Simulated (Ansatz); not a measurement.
## Relaxing AlNi

Theory: DFT PBE, scalar-relativistic, plane waves, PAW in Ansatz. Settings: 420 eV cutoff, 18×18×18 k-mesh, Gaussian smearing of 0.10 eV, no spin polarisation.

What was changed: uniaxial strain along c, with a, b and atoms relaxed: -3.0 %.

Command:

```bash
ansatz run input.yaml --threads 1 --pin off --max-ram 2560MiB --backend cpu --events-out ev --progress --plain --runs-dir out
```

Input:

```yaml
crystal:
  lattice:
    - [2.9147901255, 0.0, 0.0]
    - [0.0, 2.9147901255, 0.0]
    - [0.0, 0.0, 2.8062991779]
  atoms:
    - { symbol: Al, position: [0.5, 0.5, 0.5] }
    - { symbol: Ni, position: [0.0, 0.0, 0.0] }
basis:
  ecutwfc: 420
kpoints:
  mp_grid: { grid: [18, 18, 18] }
hamiltonian:
  xc: pbe
scf:
  occupations: { method: gaussian, width: 0.1 }
output:
  forces: true
  stress: true
  eigenvalues: true
relax:
  adjacent_minimum: "off"
  f_tol: 0.008
  max_steps: 40
  cell: { stress_tol: 0.015, fix: [c, angles] }
```

F is the free energy. Steps run on the plane waves of an earlier cell, but the last one, and at times one on the way, on a freshly chosen basis, so a repeated geometry can differ a little in energy. The held parts of the cell keep their stress, so P needn't end at zero.

Steps:

```tsv
step	F − F(1) (eV)	largest force component (eV/Å)	V (Å³/atom)	P (GPa)
1	0.0000	0.000	11.921	2.65
2	-0.0007	0.000	11.979	1.84
3	-0.0009	0.000	12.023	1.25
4	-0.0010	0.000	12.023	1.25
```

Relaxed structure:

```cif
data_structure
_symmetry_space_group_name_H-M 'P 1'
_symmetry_Int_Tables_number 1
_cell_length_a 2.9272
_cell_length_b 2.9272
_cell_length_c 2.8063
_cell_angle_alpha 90.000
_cell_angle_beta 90.000
_cell_angle_gamma 90.000
_cell_volume 24.05
loop_
_atom_site_label
_atom_site_type_symbol
_atom_site_fract_x
_atom_site_fract_y
_atom_site_fract_z
_atom_site_occupancy
Al1 Al 0.50000 0.50000 0.50000 1
Ni1 Ni 0.00000 0.00000 0.00000 1
```

It takes space group P4/mmm (No. 123, tetragonal). The conventional cell has a = 2.927 Å, b = 2.927 Å, c = 2.806 Å, α = 90.00°, β = 90.00°, γ = 90.00°. Al (site symmetry 4/mmm) is surrounded by 8 Ni at 2.50 Å and 2 Al at 2.81 Å. Around Ni (site symmetry 4/mmm) lie 8 Al at 2.50 Å and 2 Ni at 2.81 Å.

The run converged. It took 46 s on 1 thread of Arm Neoverse V1 (shared host), peak memory 0.48 GiB.